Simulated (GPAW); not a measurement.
# Cu (Fm-3m) in GPAW: phonons with PBE+D4

Aim: the phonons of Cu with PBE+D4.

All numbers are computed with GPAW 26.7.0; they aren't measurements. Logs are shortened: lines on timing, memory, paths and dates and some standing lists are left out, and cuts for length are marked. The log counts tension as positive stress, the text compression.

### Step 1. Starting point

Symmetry: Fm-3m, No. 225, cubic system. The conventional cell has a = 3.615 Å, b = 3.615 Å, c = 3.615 Å, α = 90.00°, β = 90.00°, γ = 90.00°. Cu (site symmetry m-3m) is surrounded by 12 Cu at 2.56 Å.

### Step 2. Phonons, PBE+D4

The input, run.py:

```python
import json
import numpy as np
from ase import Atoms
from ase.calculators.mixing import SumCalculator
from ase.constraints import FixSymmetry
from ase.filters import FrechetCellFilter
from ase.io import read, write
from ase.optimize import BFGS
from dftd4.ase import DFTD4
from phonopy import Phonopy
from phonopy.structure.atoms import PhonopyAtoms
from gpaw import GPAW, PW

atoms = read('Cu.cif')

calc = GPAW(mode=PW(600),
            xc='PBE',
            kpts={'size': (11, 11, 11), 'gamma': True},
            occupations={'name': 'fermi-dirac', 'width': 0.05},
            nbands=14,
            convergence={'density': 1e-06, 'eigenstates': 1e-09},
            maxiter=150,
            txt='gpaw.txt')
atoms.calc = SumCalculator([calc, DFTD4(method='pbe')])
atoms.set_constraint(FixSymmetry(atoms))
BFGS(FrechetCellFilter(atoms), trajectory='relax.traj', logfile='-').run(fmax=0.005, steps=40)
atoms.set_constraint()
energy = atoms.get_potential_energy()
forces = atoms.get_forces()
stress = atoms.get_stress()
calc.write('gs.gpw')
write('result.traj', atoms)
print('Cell:', atoms.cell.cellpar().round(4))
print(atoms.get_scaled_positions().round(5))

def force_constants(scale):
    unit = PhonopyAtoms(symbols=atoms.get_chemical_symbols(), cell=atoms.cell[:] * scale**(1 / 3),
                        scaled_positions=atoms.get_scaled_positions())
    ph = Phonopy(unit, supercell_matrix=np.diag([2, 2, 2]), primitive_matrix=np.eye(3), symprec=1e-4)
    ph.generate_displacements(distance=0.01)
    forces = []
    for i, sc in enumerate(ph.supercells_with_displacements):
        a = Atoms(sc.symbols, cell=sc.cell, scaled_positions=sc.scaled_positions, pbc=True)
        c = GPAW(mode=PW(600),
                 xc='PBE',
                 kpts={'size': (6, 6, 6), 'gamma': True},
                 occupations={'name': 'fermi-dirac', 'width': 0.05},
                 nbands=74,
                 convergence={'density': 1e-06, 'eigenstates': 1e-09},
                 maxiter=150,
                 txt=f'disp-{scale:.3f}-{i:02d}.txt')
        a.calc = SumCalculator([c, DFTD4(method='pbe')])
        f = a.get_forces()
        forces.append(f - f.mean(axis=0))
        print(f'displacement {i}: drift', f.mean(axis=0).round(5), flush=True)
    ph.forces = forces
    ph.produce_force_constants()
    ph.symmetrize_force_constants()
    return ph

qpoints = [[0.0, 0.0, 0.0], [0.0, 0.0, 0.5], [0.0, 0.5, 0.0], [0.0, 0.5, 0.5], [0.5, 0.0, 0.0], [0.5, 0.0, 0.5], [0.5, 0.5, 0.0], [0.5, 0.5, 0.5]]
results = {}
for scale in [1.0]:
    ph = force_constants(scale)
    ph.run_qpoints(qpoints)
    nu = ph.qpoints.frequencies * 33.35641  # THz to cm^-1
    results[f'{scale:.3f}'] = nu.tolist()
    for qp, f in zip(qpoints, nu):
        print(scale, np.round(qp, 4), f.round(2))

path = atoms.cell.bandpath('GXWKGLUWLK,UX', npoints=60, eps=1e-4)
ph.run_qpoints(path.kpts)
results['path'] = (ph.qpoints.frequencies * 33.35641).tolist()
results['path_q'] = path.kpts.tolist()
x, ticks, names = path.get_linear_kpoint_axis()
results['axis'] = [x.tolist(), list(ticks), names]
ph.run_mesh([15, 15, 15], is_gamma_center=True)
ph.run_thermal_properties(temperatures=[0, 100, 200, 300, 500, 800], cutoff_frequency=0.05)
tp = ph.thermal_properties
results['thermal'] = [list(v) for v in (tp.temperatures, tp.free_energy, tp.entropy, tp.heat_capacity)]
for t, fv, s, cv in zip(*results['thermal']):
    print(f'{t:6.0f} K  F {fv:9.4f} kJ/mol  S {s:9.4f} J/K/mol  Cv {cv:9.4f} J/K/mol')
json.dump(results, open('phonons.json', 'w'))
```

The input, Cu.cif:

```cif
data_Cu
_cell_length_a 2.55619101
_cell_length_b 2.55619101
_cell_length_c 2.55619101
_cell_angle_alpha 60.00000000
_cell_angle_beta 60.00000000
_cell_angle_gamma 60.00000000
_space_group_name_H-M_alt 'P1'
_space_group_name_Hall 'P 1'
_space_group_IT_number 1
loop_
_space_group_symop_operation_xyz
'x,y,z'
loop_
_atom_site_label
_atom_site_type_symbol
_atom_site_symmetry_multiplicity
_atom_site_Wyckoff_symbol
_atom_site_fract_x
_atom_site_fract_y
_atom_site_fract_z
_atom_site_occupancy
Cu1 Cu 1 a 0.0000000000 0.0000000000 0.0000000000 1
```

Potentials or basis: GPAW PAW data sets (gpaw-data 1.2.1), pw.

Run with:

```sh
OMP_NUM_THREADS=1 python run.py
```

gpaw.txt:

```text
__  _  _
 | _ |_)|_||  |
 |__||  | ||/\| - 26.7.0

Input parameters:
  mode=PW(ecut=600.0),
  convergence={'density': 1e-06, 'eigenstates': 1e-09},
  kpts=MonkhorstPack(size=(11, 11, 11), gamma=True),
  maxiter=150,
  nbands=14,
  occupations=Occupations(name='fermi-dirac', width=0.05),
  xc=XC(name='PBE')

Diagonalizing LCAO Hamiltonian
Converting LCAO to pw mode

       Cu

Atoms  # Å, Bohr magnetons
|   | symbol |        x |        y |        z |    initial magnetic moments |
|---|--------|----------|----------|----------|-----------------------------|
| 0 |     Cu | 0.000000 | 0.000000 | 0.000000 | ( 0.0000,  0.0000,  0.0000) |

Unit cell  # Å
| periodic |        x |         y |         z |  lengths |    angles |
|----------|----------|-----------|-----------|----------|-----------|
|      yes | 2.556191 | -0.000000 |  0.000000 | 2.556191 | 60.000000 |
|      yes | 1.278096 |  2.213726 | -0.000000 | 2.556191 | 60.000000 |
|      yes | 1.278096 |  0.737909 |  2.087121 | 2.556191 | 60.000000 |
[... 161 lines left out ...]
SCF iterations
|iter     | |      energy | eigst |  dens |
|---------|-|-------------|-------|-------|
|iter:   1| |   -4.633700 | -0.42 |       |
|iter:   2| |   -4.261196 | -2.96 | -0.89 |
|iter:   3| |   -3.694714 | -1.94 | -0.99 |
|iter:   4| |   -3.684515 | -4.18 | -1.78 |
|iter:   5| |   -3.677285 | -3.54 | -1.95 |
|iter:   6| |   -3.677292 | -6.50 | -3.53 |
|iter:   7| |   -3.677288c| -6.20 | -3.56 |
|iter:   8| |   -3.677288c| -8.82 | -4.48 |
|iter:   9| |   -3.677288c| -9.73c| -5.11 |
|iter:  10| |   -3.677288c| -9.42c| -5.56 |
|iter:  11| |   -3.677288c|-10.49c| -6.39c|

Converged in 11 steps
Energy contributions relative to reference atoms: (reference = -45021.451841)

Energy contributions:
  Kinetic:         -11.967036
  Coulomb:           9.336870
  Zero:              0.051839
  External:          0.000000
  Xc:               -1.098265
  Entropy:          -0.001390
  Spinorbit:         0.000000
  ----------------------------
  Free energy:      -3.677983
  Extrapolated:     -3.677288
[... 25 lines left out ...]
Stress tensor  # eV/Ang^3
|         x |         y |         z |
|-----------|-----------|-----------|
| -0.018115 | -0.000000 |  0.000000 |
| -0.000000 | -0.018115 |  0.000000 |
|  0.000000 | -0.000000 | -0.018115 |

Forces  # eV/Ang
|        x |       y |       z |
|----------|---------|---------|
| -0.00000 | 0.00000 | 0.00000 |  # Cu   0

Interpolating wave functions to new cell

       Cu

Atoms  # Å, Bohr magnetons
|   | symbol |        x |        y |        z |    initial magnetic moments |
|---|--------|----------|----------|----------|-----------------------------|
| 0 |     Cu | 0.000000 | 0.000000 | 0.000000 | ( 0.0000,  0.0000,  0.0000) |
[... 168 lines left out ...]
SCF iterations
|iter     | |      energy | eigst |  dens |
|---------|-|-------------|-------|-------|
|iter:   1| |   -3.676837 | -2.95 |       |
|iter:   2| |   -3.675481 | -5.32 | -2.08 |
|iter:   3| |   -3.673283c| -4.35 | -2.16 |
|iter:   4| |   -3.673286c| -5.36 | -2.89 |
|iter:   5| |   -3.673321c| -4.79 | -3.06 |
|iter:   6| |   -3.673321c| -7.85 | -4.02 |
|iter:   7| |   -3.673320c| -7.54 | -4.11 |
|iter:   8| |   -3.673320c| -9.31c| -5.72 |
|iter:   9| |   -3.673320c| -9.82c| -6.15c|

Converged in 9 steps
Energy contributions relative to reference atoms: (reference = -45021.451841)

Energy contributions:
  Kinetic:         -11.571754
  Coulomb:           9.033938
  Zero:              0.053114
  External:          0.000000
  Xc:               -1.187929
  Entropy:          -0.001377
  Spinorbit:         0.000000
  ----------------------------
  Free energy:      -3.674009
  Extrapolated:     -3.673320
[... 25 lines left out ...]
Stress tensor  # eV/Ang^3
|         x |         y |         z |
|-----------|-----------|-----------|
| -0.031084 | -0.000000 | -0.000000 |
| -0.000000 | -0.031084 | -0.000000 |
| -0.000000 | -0.000000 | -0.031084 |

Forces  # eV/Ang
|       x |        y |       z |
|---------|----------|---------|
| 0.00000 | -0.00000 | 0.00000 |  # Cu   0

Interpolating wave functions to new cell

       Cu

Atoms  # Å, Bohr magnetons
|   | symbol |        x |        y |        z |    initial magnetic moments |
|---|--------|----------|----------|----------|-----------------------------|
| 0 |     Cu | 0.000000 | 0.000000 | 0.000000 | ( 0.0000,  0.0000,  0.0000) |
[... 168 lines left out ...]
SCF iterations
|iter     | |      energy | eigst |  dens |
|---------|-|-------------|-------|-------|
|iter:   1| |   -3.670866 | -2.85 |       |
|iter:   2| |   -3.669175 | -5.23 | -2.03 |
|iter:   3| |   -3.666405c| -4.26 | -2.12 |
|iter:   4| |   -3.666408c| -5.24 | -2.84 |
|iter:   5| |   -3.666452c| -4.69 | -3.01 |
|iter:   6| |   -3.666451c| -7.75 | -3.97 |
|iter:   7| |   -3.666450c| -7.45 | -4.06 |
|iter:   8| |   -3.666450c| -9.19c| -5.67 |
|iter:   9| |   -3.666450c| -9.72c| -6.12c|

Converged in 9 steps
Energy contributions relative to reference atoms: (reference = -45021.451841)

Energy contributions:
  Kinetic:         -11.094942
  Coulomb:           8.667381
  Zero:              0.054555
  External:          0.000000
  Xc:               -1.292758
  Entropy:          -0.001373
  Spinorbit:         0.000000
  ----------------------------
  Free energy:      -3.667137
  Extrapolated:     -3.666450
[... 25 lines left out ...]
Stress tensor  # eV/Ang^3
|         x |         y |         z |
|-----------|-----------|-----------|
| -0.046767 | -0.000000 | -0.000000 |
| -0.000000 | -0.046767 | -0.000000 |
| -0.000000 | -0.000000 | -0.046767 |

Forces  # eV/Ang
|        x |       y |       z |
|----------|---------|---------|
| -0.00000 | 0.00000 | 0.00000 |  # Cu   0

Interpolating wave functions to new cell

       Cu

Atoms  # Å, Bohr magnetons
|   | symbol |        x |        y |        z |    initial magnetic moments |
|---|--------|----------|----------|----------|-----------------------------|
| 0 |     Cu | 0.000000 | 0.000000 | 0.000000 | ( 0.0000,  0.0000,  0.0000) |
[... 168 lines left out ...]
SCF iterations
|iter     | |      energy | eigst |  dens |
|---------|-|-------------|-------|-------|
|iter:   1| |   -3.666794 | -5.55 |       |
|iter:   2| |   -3.666791 | -7.99 | -3.41 |
|iter:   3| |   -3.666783c| -7.01 | -3.49 |
|iter:   4| |   -3.666783c| -8.00 | -4.23 |
|iter:   5| |   -3.666783c| -7.45 | -4.39 |
|iter:   6| |   -3.666783c| -9.31c| -5.35 |
|iter:   7| |   -3.666783c|-10.02c| -5.44 |
|iter:   8| |   -3.666783c|-12.05c| -7.12c|

Converged in 8 steps
Energy contributions relative to reference atoms: (reference = -45021.451841)

Energy contributions:
  Kinetic:         -11.115056
  Coulomb:           8.682818
  Zero:              0.054465
  External:          0.000000
  Xc:               -1.288323
  Entropy:          -0.001373
  Spinorbit:         0.000000
  ----------------------------
  Free energy:      -3.667469
  Extrapolated:     -3.666783
[... 25 lines left out ...]
Stress tensor  # eV/Ang^3
|         x |         y |         z |
|-----------|-----------|-----------|
| -0.046099 | -0.000000 | -0.000000 |
| -0.000000 | -0.046099 | -0.000000 |
| -0.000000 | -0.000000 | -0.046099 |

Forces  # eV/Ang
|        x |       y |        z |
|----------|---------|----------|
| -0.00000 | 0.00000 | -0.00000 |  # Cu   0

# Writing to gs.gpw (mode='')
```

It took 5.6 min on 1 thread of Arm Neoverse V2, shared host; peak memory 0.44 GiB.

Results:

- Free energy: -4.2423 eV
- Relaxed volume: 11.49 Å³/atom
- Relaxed cell: a = 2.533 Å, b = 2.533 Å, c = 2.533 Å, α = 60.00°, β = 60.00°, γ = 60.00°
- Space group after relaxing (to 0.05 Å): Fm-3m (No. 225)
- Pressure after relaxing: 0.0 GPa
- Band gap on the k mesh: none (metal or under the smearing width)
- Highest phonon frequency: 272 cm⁻¹
- Dispersion energy per atom: -0.575 eV

Final structure:
```
Cu
1.0
     2.53313    0.00000    0.00000
     1.26656    2.19375    0.00000
     1.26656    0.73125    2.06829
Cu
1
Direct
  0.00000 0.00000 0.00000
```

Levels at points of the mesh, in eV from the Fermi level:
```
           k point  band 3  band 4  band 5  band 6  band 7  band 8  band 9  band 10
(0.00, 0.00, 0.00)   -3.19   -3.19   -2.34   -2.34   23.15   25.77   25.77    25.77
```

Phonon frequencies in cm⁻¹ (negative: imaginary):
```tsv
q point	frequencies
(0.000, 0.000, 0.000)	0 0 0
(0.000, 0.000, 0.500)	124 124 272
(0.000, 0.500, 0.000)	124 124 272
(0.000, 0.500, 0.500)	183 183 265
(0.500, 0.000, 0.000)	124 124 272
(0.500, 0.000, 0.500)	183 183 265
(0.500, 0.500, 0.000)	183 183 265
(0.500, 0.500, 0.500)	124 124 272
```

Caveat: with this Cu data set, volumes or pressures lay over 1.5 % or 2 GPa off other programs in two to four cells of ten; phonon bands are interpolated from a small supercell; pairwise dispersion overbinds metals, which lowers pressure and volume.
